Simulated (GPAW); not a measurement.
Runs of GPAW 26.7.0 on Na. The structure is cubic, space group Im-3m (No. 229). Conventional cell: a = 4.282 Å, b = 4.282 Å, c = 4.282 Å, α = 90.00°, β = 90.00°, γ = 90.00°. Around Na (site symmetry m-3m) lie 8 Na at 3.71 Å. 

| task | level | potentials or basis | k mesh | smearing | band path | band points | eigensolver | gap on the mesh (eV) | pressure (GPa) | V0 of scaled cells (Å³/atom) | B0 (GPa) |
| --- | --- | --- | --- | --- | --- | --- | --- | --- | --- | --- | --- |
| single point | LDA | the program's PAW data sets (release 1.2.1) made for this functional, pw | 9 × 9 × 9 | gaussian 0.05 eV | - | - | - | none | -1.1 | - | - |
| band structure | AM05 | PAW data sets generated in the run's folder for this functional, pw | 7 × 7 × 7 | fermi-dirac 0.05 eV | GHNGPH,PN | 100 | - | - | -0.3 | - | - |
| single point | RPBE | the program's PAW data sets (release 1.2.1) made for this functional, pw | 9 × 9 × 9 | gaussian 0.02 eV | - | - | - | none | (b) | - | - |
| single point | PBEsol | PAW data sets generated in the run's folder for this functional, pw | 9 × 9 × 9 | gaussian 0.05 eV | - | - | - | none | -0.5 | - | - |
| equation of state | AM05 | PAW data sets generated in the run's folder for this functional, pw | 7 × 7 × 7 | fermi-dirac 0.05 eV | - | - | - | - | - | (a) | 7 |
| equation of state | OLYP | PAW data sets generated in the run's folder for this functional, pw | 7 × 7 × 7 | fermi-dirac 0.05 eV | - | - | davidson | - | - | 40.23 | 7 |

Alike in all rows: no spin polarisation; cell as given; cutoff (eV) 800.

**Question.** Fill in the values left out.

**Answer.** (a) 37.36; (b) 0.0.

A gap of «none» marks a metal or a gap under the smearing width.

Runs at the PBE level aren't shown here.
